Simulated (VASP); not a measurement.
**Bi2Se3 (Paraguanajuatite): band structure with PBE**

Crystal: Bi2Se3 (Paraguanajuatite).

```
Bi Se
1.0
     2.07150    1.19598    9.54533
    -2.07150    1.19598    9.54533
     0.00000   -2.39196    9.54533
Bi Se
2 3
Direct
  0.59920 0.59920 0.59920
  0.40080 0.40080 0.40080
  0.78830 0.78830 0.78830
  0.21170 0.21170 0.21170
  0.00000 0.00000 0.00000
```

```yaml
Program: VASP 6.6.1
Task: band structure
Functional: PBE
Potentials_or_basis: VASP PAW PBE potentials, release 64 (Bi_d, Se)
Cutoff: 520 eV
k_mesh: 6 × 6 × 6
Occupations: gaussian, width 0.02 eV
Spin: spin-orbit coupling, no magnetisation
Ladder: gaps
Further_INCAR_settings: ALGO = Normal; EDIFF = 1e-06; NBANDS = 63
```

| Quantity | Value |
| --- | --- |
| Pressure | 2.9 GPa |
| Largest force | 0.312 eV/Å |
| Valence electrons inside the program's atomic spheres | Bi 12.66; Se 3.78, 3.81 |

Forces on the atoms (eV/Å):
```
Bi   0.000  0.000  0.248
Bi   0.000  0.000 -0.248
Se   0.000  0.000  0.312
Se   0.000  0.000 -0.312
Se   0.000  0.000  0.000
```

Stress tensor (GPa, compression positive):
```
2.89 0.00 0.00
0.00 2.89 0.00
0.00 0.00 2.82
```

It took 44 min on 4 MPI ranks on AMD EPYC 9R45 96-Core Processor (Zen 5) (shared host), peak memory 3.1 GiB a rank.
